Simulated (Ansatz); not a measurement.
# BN: the order of phases at one pressure, part 2 of 2

Aim: bring BN in several structures (rocksalt, CsCl, zincblende, wurtzite, NiAs) to one pressure and rank them by enthalpy. The pressure is set by scaling the first phase. Methods of the runs shown: LAPW. Companion runs by PAW are cited.

Ansatz 0.2.0; DFT PBE; a cell built from a prototype (rocksalt type), not taken from measurement.

## 4. Zincblende relaxed under pressure, LAPW

The input, input.yaml:

```yaml
crystal:
  lattice:
    - [0.0, 1.6009114386, 1.6009114386]
    - [1.6009114386, 0.0, 1.6009114386]
    - [1.6009114386, 1.6009114386, 0.0]
  atoms:
    - { symbol: B, position: [0.0, 0.0, 0.0] }
    - { symbol: "N", position: [0.25, 0.25, 0.25] }
kpoints:
  mp_grid: { grid: [17, 17, 17] }
scf:
  occupations: { method: fermi_dirac, width: 0.05 }
hamiltonian:
  xc: pbe
  pseudopotentials: { kind: all_electron, lapw: { basis_error: 0.0005 } }
output:
  forces: true
  stress: true
  eigenvalues: true
relax:
  f_tol: 0.005
  max_steps: 12
  cell: { p_target: 270.0, stress_tol: 0.135 }
```

On the command line:

```bash
$ ansatz run input.yaml --threads 1 --pin off --max-ram 3584MiB --backend cpu --events-out ev --progress --plain --runs-dir out
```

The program printed:

```text
The last accepted step is kept in <dir> (removed where the run ends without a failure and the disk answers)
LAPW: plane waves up to 13.224 Å⁻¹, error target 5.0e-4 eV per atom; small_component_spin mean_spin; B in spheres of 0.645 Å, 5 of its electrons in bands, Dirac shells []; N in spheres of 0.700 Å, 7 of its electrons in bands, Dirac shells []
Engine: ansatz 0.2.0
Pseudopotentials: kind: all_electron
Pseudopotential: B, LAPW, valence charge 5, Koelling and Harmon's equation, gaussian nucleus
Pseudopotential: N, LAPW, valence charge 7, Koelling and Harmon's equation, gaussian nucleus
Functional definition: PBE
  parameter kappa = 0.804
  parameter beta = 0.06672455060314922
  exchange = pbe_x(kappa = kappa, mu = beta*pi^2/3)
  correlation = pbe_c(beta = beta)
Crystal: 2 atoms, lattice volume = 8.206 Å³
Basis set: ecut = 666.2962016218074 eV, 331 PW (Γ), exchange–correlation at level 2
Bands: 10, of which v1, the nominal top of the filled ones, is band 6 counted from 1 (5 counted from 0)
Symmetry: 24 space group operations
Space group: F-43m (ITA 216), of the structure as read, at distance tolerance 2.0e-5 Å
k-points: 165 of 4913 (time reversal used)
Non-local potential: B, projectors of the file, none
Non-local potential: N, projectors of the file, none
Initial density: superposition of atomic densities (chi_scale 0.1, normalization cell, long waves kept (reshape's long-wave potential 0.00 eV rms))
Initial wavefunctions: plane waves of lowest kinetic energy (no species holds an atomic orbital)
Functional: x = pbe(κ = 0.804, μ = 0.2195149727645171), c = pbe(β = 0.06672455060314922)
iter 1 solved again at ethr=2.91e-2 eV; its pass at ethr=1.00e-1 eV (dr2=3.49e0 eV) is discarded
SCF iter   1: F=—  HF=-2167.998264 eV  |F-HF|=—  |Δ(HF+E_count)|=         —  Δρ=2.54e-1  dr2=3.49e0  ethr=2.91e-2  ⟨swp⟩=2.0  Hψ=11694  notcnv=0
preconditioner: auto → none  [insulator: Δε(μ)=7.018 eV  Ē_g=26.387 eV  σ=0.050 eV  W_gap=1.00  n_scr=0 (ndim 8)  ℏωp=36.7 eV  f_vac=0.000  D(μ)=0.00/eV (n_scr^D=0)  ε∞_Penn≈2.9]
iter 2 solved again at ethr=2.57e-3 eV; its pass at ethr=2.91e-2 eV (dr2=3.08e-1 eV) is discarded
SCF iter   2: F=—  HF=-2166.447481 eV  |F-HF|=—  |Δ(HF+E_count)|=    1.55e0  Δρ=7.89e-2  dr2=3.08e-1  ethr=2.57e-3  ⟨swp⟩=2.0  Hψ=8724  notcnv=0
SCF iter   3: F=—  HF=-2166.352963 eV  |F-HF|=—  |Δ(HF+E_count)|=         —  Δρ=2.63e-2  dr2=3.47e-2  ethr=2.57e-3  ⟨swp⟩=2.0  Hψ=4292  notcnv=0
the basis was enlarged: its passes take 49.9 KiB over the memory plan, 1 of 1 planned eigensolver slots
SCF iter   4: F=—  HF=-2166.346604 eV  |F-HF|=—  |Δ(HF+E_count)|=   6.36e-3  Δρ=2.76e-3  dr2=2.43e-4  ethr=2.89e-4  ⟨swp⟩=2.9  Hψ=4581  notcnv=0
SCF iter   5: F=—  HF=-2166.346761 eV  |F-HF|=—  |Δ(HF+E_count)|=   1.57e-4  Δρ=2.48e-4  dr2=1.78e-6  ethr=2.03e-6  ⟨swp⟩=2.7  Hψ=3861  notcnv=0
SCF iter   6: F=-2166.346761 eV  HF=-2166.346761 eV  |F-HF|=7.93e-9  |Δ(HF+E_count)|=   2.75e-7  Δρ=1.51e-5  dr2=4.95e-9  ethr=1.48e-8  ⟨swp⟩=3.0  Hψ=4238  notcnv=0
SCF 1 converged in 6 iterations: F = -2166.346761 eV  dr2 = 4.95e-9
relax step   1: F+E_penalty+E_count = -2166.34676112 eV  Δ(F+E_penalty+E_count) = +0.000e0 eV  max|allowed force component| = 3.331e-16 eV/Å  Δτ_max = 0.0000 Å  P = +270.155 GPa  Ω = 8.206 Å³  (6 SCF iters, accepted)
Crystal: 2 atoms, lattice volume = 8.207 Å³
Basis set: ecut = 666.250810914419 eV, 331 PW (Γ), exchange–correlation at level 2
Initial density: handed on by an earlier stage of this run
Initial wavefunctions: those handed on with the density
iter 1 solved again at ethr=5.57e-11 eV; its pass at ethr=1.00e-1 eV (dr2=6.68e-9 eV) is discarded
SCF iter   1: F=—  HF=-2166.348175 eV  |F-HF|=—  |Δ(HF+E_count)|=         —  Δρ=1.81e-5  dr2=9.16e-9  ethr=5.57e-11  ⟨swp⟩=4.6  Hψ=9010  notcnv=0
preconditioner: auto → none  [insulator: Δε(μ)=4.859 eV  Ē_g=25.782 eV  σ=0.050 eV  W_gap=1.00  n_scr=0 (ndim 8)  ℏωp=36.7 eV  f_vac=0.000  D(μ)=0.00/eV (n_scr^D=0)  ε∞_Penn≈3.0]
SCF iter   2: F=-2166.348175 eV  HF=-2166.348175 eV  |F-HF|=8.31e-10  |Δ(HF+E_count)|=  9.33e-10  Δρ=8.09e-6  dr2=1.65e-9  ethr=5.57e-11  ⟨swp⟩=2.9  Hψ=3895  notcnv=0
SCF 2 converged in 2 iterations: F = -2166.348175 eV  dr2 = 1.65e-9
relax step   2: F+E_penalty+E_count = -2166.34817484 eV  Δ(F+E_penalty+E_count) = -1.414e-3 eV  max|allowed force component| = 2.220e-16 eV/Å  Δτ_max = 0.0000 Å  P = +270.033 GPa  Ω = 8.207 Å³  (2 SCF iters, accepted)
iter 1 solved again at ethr=1.37e-11 eV; its pass at ethr=1.00e-1 eV (dr2=1.64e-9 eV) is discarded
SCF iter   1: F=—  HF=-2166.348175 eV  |F-HF|=—  |Δ(HF+E_count)|=         —  Δρ=8.09e-6  dr2=1.64e-9  ethr=1.37e-11  ⟨swp⟩=3.0  Hψ=7888  notcnv=0
SCF iter   2: F=-2166.348175 eV  HF=-2166.348175 eV  |F-HF|=2.63e-10  |Δ(HF+E_count)|=  8.19e-10  Δρ=3.90e-6  dr2=3.39e-10  ethr=1.37e-11  ⟨swp⟩=2.0  Hψ=3630  notcnv=0
SCF 3 converged in 2 iterations: F = -2166.348175 eV  dr2 = 3.39e-10
relax step   3: F+E_penalty+E_count = -2166.34817484 eV  Δ(F+E_penalty+E_count) = -3.147e-10 eV  max|allowed force component| = 2.914e-16 eV/Å  Δτ_max = 0.0000 Å  P = +270.033 GPa  Ω = 8.207 Å³  stress off target by 3.28e-2 GPa  SCF on the basis re-selected at this cell (its energy is not comparable with the rows above)  (2 SCF iters)
basis re-selected at this cell: Δ(F+E_penalty+E_count) = -3.147e-10 eV, ΔP = -0.001 GPa vs the last step (what re-selecting the basis moved, after the strain that the cell walked since its last selection, with what the two solves' SCF thresholds leave and, on support functions, any second-order correction that the steps lacked; it is no measure of the basis error at this ecutwfc). This SCF's stress stands 3.28e-2 GPa from its target on what of the cell is left free (relax.cell.stress_tol is 1.35e-1 GPa) and its largest allowed force component is 2.91e-16 eV/Å (relax.f_tol is 5.00e-3 eV/Å): within both
SCF converged after 2 iterations
Free energy (F): -2166.348175 eV
Harris-Foulkes:  -2166.348175 eV  (|F-HF|=2.63e-10)
Internal energy: -2166.348175 eV  (E = F + TS)
E sigma→0 (E₀):  -2166.348175 eV
Fermi energy:    20.853366 eV
--- Per-component energies (eV) ---
  E_band       = -951.151318
  E_kinetic    = 2200.080529
  E_xc         = -308.968546
  E_electrostatic = -4057.460158  (all electrons and nuclei)
  E_smearing   = -0.000000  (= −TS)
  E_closure    = 0.000000  (closes the sum)
  E_atoms      = -2151.229577  (free atoms, spherical and without spin; not in F)
  Σ components = -2166.348175   (vs F -2166.348175, Δ=0.00e0)
  Basis errors (estimates in eV, not in F): energy 2.9e-4 per atom: plane waves 2.7e-4 (1.7e-4 summed), levels above the bands 2.9e-177, relativity 2.1e-8, radial functions 2.1e-5, core shells 0.0e0; eigenvalues (radial functions only) 9.6e-7; not estimated: angular momenta, meshes, grids; target (lapw.basis_error) 5.0e-4; muffin-tin radii B 0.645 Å, N 0.700 Å
--- Forces (eV/Å), atoms counted from 1 ---
  atom   1  B     -0.00000000    -0.00000000    -0.00000000
  atom   2  N      0.00000000     0.00000000     0.00000000
  max |Σ_I F_I| component: 1.20e-16 eV/Å
--- Stress (GPa, compression-positive) ---
      270.032798       0.000000       0.000000
        0.000000     270.032798       0.000000
        0.000000       0.000000     270.032798
  P = ⅓ Tr σ = 270.0328 GPa (2700.328 kbar)
--- Band table (eV; the first three rows and the last of 165) ---
  k-point 0: bands = ["-356.0770", "-153.1077", "-6.5561", "18.4271", "18.4271", "18.4271", "29.0096", "29.0096", "29.0096", "35.3772"]
  k-point 1: bands = ["-356.0770", "-153.1076", "-6.4464", "17.8017", "18.2878", "18.2878", "29.2213", "29.2213", "29.3572", "35.5854"]
  k-point 2: bands = ["-356.0770", "-153.1075", "-6.1182", "16.2097", "17.9194", "17.9194", "29.7697", "29.7697", "30.1490", "36.1313"]
  k-point 164: bands = ["-356.0770", "-153.1062", "2.1062", "7.8674", "8.9520", "9.5535", "29.5547", "34.7851", "37.0028", "39.6366"]
--- Relaxed structure (2 steps of the walk, 2 accepted, 1 SCFs on fresh bases) ---
  F+E_penalty+E_count = -2166.34817484 eV   max|allowed force component| = 2.914e-16 eV/Å   (the final SCF, on the basis selected at the relaxed cell)
  cell:  # Å, volume = 8.2068 Å³
    - [2.86614676850377e-35, 1.6009659715655513, 1.6009659715655513]
    - [1.6009659715655513, 1.6878419858966644e-34, 1.6009659715655513]
    - [1.6009659715655513, 1.6009659715655513, 1.655995910691067e-34]
  atoms:
    - { symbol: B, position: [-5.38853118369773e-35, 4.7619577902445054e-35, 5.764475219769666e-35] }
    - { symbol: N, position: [0.24999999999999997, 0.24999999999999997, 0.24999999999999997] }
```

Wall time 23 s (1 thread of Intel Xeon 6975P-C (Granite Rapids), shared host); peak memory 0.41 GiB.

Step by step:

```
step  energy from step 1 (eV/cell)  largest force component (eV/Å)  pressure (GPa)  volume (Å³)
   1                        0.0000                          0.0000          270.15         8.21
   2                       -0.0014                          0.0000          270.03         8.21
   3                       -0.0014                          0.0000          270.03         8.21
```

Step 1 is the start. Step 3 repeats the geometry before on a plane-wave basis chosen anew for that cell, so the energy can jump there without any move; the table keeps such jumps.

| input's cell | before | after | change |
| --- | --- | --- | --- |
| a (Å) | 2.264 | 2.264 | +0.0 % |
| b (Å) | 2.264 | 2.264 | +0.0 % |
| c (Å) | 2.264 | 2.264 | +0.0 % |
| volume (Å³/atom) | 4.10 | 4.10 | +0.0 % |

In short: pressure 270.03 GPa; gap on the k mesh 4.86 eV (an odd mesh misses the zone boundary).

## 5. Wurtzite at the cell that PAW relaxed, LAPW

The input, input.yaml:

```yaml
crystal:
  lattice:
    - [2.2524852193, 0.0, 0.0]
    - [-1.1262426096, 1.9507094216, 0.0]
    - [0.0, 0.0, 3.7459041433]
  atoms:
    - { symbol: B, position: [0.3333333333, 0.6666666667, 0.0020641808] }
    - { symbol: B, position: [0.6666666667, 0.3333333333, 0.5020641808] }
    - { symbol: "N", position: [0.3333333333, 0.6666666667, 0.3739358192] }
    - { symbol: "N", position: [0.6666666667, 0.3333333333, 0.8739358192] }
kpoints:
  mp_grid: { grid: [13, 13, 7] }
scf:
  occupations: { method: fermi_dirac, width: 0.05 }
hamiltonian:
  xc: pbe
  pseudopotentials: { kind: all_electron, lapw: { basis_error: 0.0005 } }
output:
  forces: true
  stress: true
  eigenvalues: true
  populations: true
```

On the command line:

```bash
$ ansatz run input.yaml --threads 1 --pin off --max-ram 3584MiB --backend cpu --events-out ev --progress --plain --runs-dir out
```

The program printed, shortened:

```text
B: projections on atomic orbitals take those of the free atom 1s2 2s2 2p1, of charge +0.00 (hamiltonian.pseudopotentials.projection_atoms)
N: projections on atomic orbitals take those of the free atom 1s2 2s2 2p3, of charge +0.00 (hamiltonian.pseudopotentials.projection_atoms)
LAPW: plane waves up to 12.831 Å⁻¹, error target 5.0e-4 eV per atom; small_component_spin mean_spin; B in spheres of 0.663 Å, 5 of its electrons in bands, Dirac shells []; N in spheres of 0.723 Å, 7 of its electrons in bands, Dirac shells []
[...]
Pseudopotentials: kind: all_electron
Pseudopotential: B, LAPW, valence charge 5, Koelling and Harmon's equation, gaussian nucleus
Pseudopotential: N, LAPW, valence charge 7, Koelling and Harmon's equation, gaussian nucleus
Functional definition: PBE
[...]
Crystal: 4 atoms, lattice volume = 16.459 Å³
[...]
E sigma→0 (E₀):  -4332.614274 eV
Fermi energy:    20.785202 eV
[...]
--- Forces (eV/Å), atoms counted from 1 ---
  atom   1  B      0.00000000    -0.00000000    -0.00051241
  atom   2  B     -0.00000000     0.00000000    -0.00051241
  atom   3  N     -0.00000000    -0.00000000     0.00051447
  atom   4  N      0.00000000     0.00000000     0.00051447
[...]
--- Stress (GPa, compression-positive) ---
      270.214814      -0.000000       0.000000
       -0.000000     270.214814      -0.000000
        0.000000      -0.000000     270.290071
  P = ⅓ Tr σ = 270.2399 GPa (2702.399 kbar)
--- Band table (eV; the first three rows and the last of 84) ---
  k-point 0: bands = ["-356.1170", "-356.1170", "-153.1695", "-153.1685", "-6.5950", "-0.6702", "3.7252", "15.6742", "15.6742", "18.0248", "18.7083", "18.7083", "28.5105", "28.5105", "29.0491", "33.2579"]
[...]
--- Löwdin populations: 4 sites ---
  site symbol       q [e]
     0      B      4.6605
     1      B      4.6605
     2      N      7.3121
     3      N      7.3121
  spilling = 0.002279 (of n_electrons = 24.000000)
```

Run time: 17 s. Hardware: 1 thread of Intel Xeon 6975P-C (Granite Rapids), shared host; peak memory 0.42 GiB.

This run gives: pressure 270.24 GPa; gap on the k mesh 4.20 eV (an odd mesh misses the zone boundary).

## 6. NiAs at the cell that PAW relaxed, LAPW

The input, input.yaml:

```yaml
crystal:
  lattice:
    - [2.2039560991, 0.0, 0.0]
    - [-1.1019780495, 1.9086819706, 0.0]
    - [0.0, 0.0, 3.5891144463]
  atoms:
    - { symbol: B, position: [0.0, 0.0, 0.0] }
    - { symbol: B, position: [0.0, 0.0, 0.5] }
    - { symbol: "N", position: [0.3333333333, 0.6666666667, 0.25] }
    - { symbol: "N", position: [0.6666666667, 0.3333333333, 0.75] }
kpoints:
  mp_grid: { grid: [13, 13, 8] }
scf:
  occupations: { method: fermi_dirac, width: 0.05 }
hamiltonian:
  xc: pbe
  pseudopotentials: { kind: all_electron, lapw: { basis_error: 0.0005 } }
output:
  forces: true
  stress: true
  eigenvalues: true
  populations: true
```

On the command line:

```bash
$ ansatz run input.yaml --threads 1 --pin off --max-ram 3584MiB --backend cpu --events-out ev --progress --plain --runs-dir out
```

The program printed, shortened:

```text
B: projections on atomic orbitals take those of the free atom 1s2 2s2 2p1, of charge +0.00 (hamiltonian.pseudopotentials.projection_atoms)
N: projections on atomic orbitals take those of the free atom 1s2 2s2 2p3, of charge +0.00 (hamiltonian.pseudopotentials.projection_atoms)
LAPW: plane waves up to 11.457 Å⁻¹, error target 5.0e-4 eV per atom; small_component_spin mean_spin; B in spheres of 0.740 Å, 5 of its electrons in bands, Dirac shells []; N in spheres of 0.817 Å, 7 of its electrons in bands, Dirac shells []
[...]
Pseudopotentials: kind: all_electron
Pseudopotential: B, LAPW, valence charge 5, Koelling and Harmon's equation, gaussian nucleus
Pseudopotential: N, LAPW, valence charge 7, Koelling and Harmon's equation, gaussian nucleus
Functional definition: PBE
[...]
Crystal: 4 atoms, lattice volume = 15.098 Å³
[...]
E sigma→0 (E₀):  -4326.101469 eV
Fermi energy:    24.196535 eV
[...]
--- Forces (eV/Å), atoms counted from 1 ---
  atom   1  B      0.00000000    -0.00000000    -0.00000000
  atom   2  B      0.00000000    -0.00000000     0.00000000
  atom   3  N     -0.00000000    -0.00000000    -0.00000000
  atom   4  N     -0.00000000     0.00000000     0.00000000
[...]
--- Stress (GPa, compression-positive) ---
      270.692008      -0.000000      -0.000000
       -0.000000     270.692008      -0.000000
       -0.000000      -0.000000     270.103136
  P = ⅓ Tr σ = 270.4957 GPa (2704.957 kbar)
--- Band table (eV; the first three rows and the last of 105) ---
  k-point 0: bands = ["-353.4124", "-353.4124", "-153.4943", "-153.4857", "-5.5486", "1.1348", "5.9633", "20.4131", "20.4131", "21.2898", "21.2898", "21.7304", "32.4310", "32.9975", "32.9975", "33.1969"]
[...]
--- Löwdin populations: 4 sites ---
  site symbol       q [e]
     0      B      4.5449
     1      B      4.5449
     2      N      7.4109
     3      N      7.4109
  spilling = 0.003683 (of n_electrons = 24.000000)
```

Wall time 11 s (1 thread of Intel Xeon 6975P-C (Granite Rapids), shared host); peak memory 0.46 GiB.

This run gives: pressure 270.50 GPa; gap on the k mesh 3.79 eV.

## 7. The series in one table

Rows by PAW come from runs of the same series that aren't printed here.

Enthalpy per atom, H = F + pV at p = 270 GPa, from each method's lowest phase:

| method | start | space group, start → end | volume (Å³/atom) | pressure (GPa) | enthalpy (meV/atom) |
| --- | --- | --- | --- | --- | --- |
| LAPW | rocksalt | Fm-3m → Fm-3m | 3.751 | 270.0 | 1019.7 |
| LAPW | CsCl | Pm-3m → Pm-3m | 3.984 | 270.1 | 3663.3 |
| LAPW | zincblende | F-43m → F-43m | 4.103 | 270.0 | 0.0 |
| LAPW, at PAW's cell | wurtzite | P6_3mc | 4.115 | 270.2 | 39.7 |
| LAPW, at PAW's cell | NiAs | P6_3/mmc | 3.775 | 270.5 | 1094.5 |
| PAW | rocksalt | Fm-3m → Fm-3m | 3.749 | 270.0 | 1014.3 |
| PAW | CsCl | Pm-3m → Pm-3m | 3.984 | 270.0 | 3662.8 |
| PAW | zincblende | F-43m → F-43m | 4.103 | 270.0 | 0.0 |
| PAW | wurtzite | P6_3mc → P6_3mc | 4.115 | 270.0 | 39.3 |
| PAW | NiAs | P6_3/mmc → P6_3/mmc | 3.775 | 270.0 | 1091.3 |

## 8. Outcome

What follows sums up all 2 parts.

| quantity | value |
| --- | --- |
| pressure | 270 GPa |
| lowest (LAPW) | zincblende, 39.7 meV/atom under wurtzite |
| lowest (PAW) | zincblende, 39.3 meV/atom under wurtzite |

What this shows: By LAPW the order is zincblende < wurtzite < rocksalt < NiAs < CsCl. By PAW the order is zincblende < wurtzite < rocksalt < NiAs < CsCl. The methods agree on the lowest phase. Only these structures were tried, with electrons smeared by 0.05 eV and without vibrations, so the true ground state may be another. The k meshes differ between phases and weren't tested, which can move differences by some meV.
